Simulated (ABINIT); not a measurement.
The system is C.

```
CELL_PARAMETERS angstrom
2.52210 0.00000 0.00000
-1.26105 2.18420 0.00000
0.00000 0.00000 8.23710
ATOMIC_POSITIONS crystal
C 0.66667 0.33333 0.84375
C 0.33333 0.66667 0.34375
C 0.66667 0.33333 0.65625
C 0.33333 0.66667 0.15625
C 0.00000 0.00000 0.90625
C 0.00000 0.00000 0.40625
C 0.00000 0.00000 0.59375
C 0.00000 0.00000 0.09375
```

This is a hexagonal form of diamond, not graphite.

Base run:

| Quantity | Value |
| --- | --- |
| Program | ABINIT 10.8.3 (patched build) |
| Functional | PBEsol |
| Potentials or basis | PseudoDojo NC SR PBEsol v0.4 stringent |
| Cutoff | 1116 eV |
| k mesh | 12 × 12 × 4 |
| Occupations | fermi-dirac, width 0.05 eV |
| Spin | no spin polarisation |

Its results: band gap on the k mesh 4.32 eV, indirect (least direct gap 5.15 eV); pressure -2.8 GPa; largest force 0.331 eV/Å.

Question: The run is repeated on the same cell with these changes: functional from PBEsol to rPW86PBE; potentials or basis from PseudoDojo NC SR PBEsol v0.4 stringent to PseudoDojo NC SR PBE v0.4.1 standard. What comes out?

Answer: Band gap on the k mesh 4.73 eV, indirect (least direct gap 5.34 eV); pressure 14.3 GPa; largest force 0.342 eV/Å.

Caveats: the potentials were made for another functional, which shifts forces and pressure (some runs).
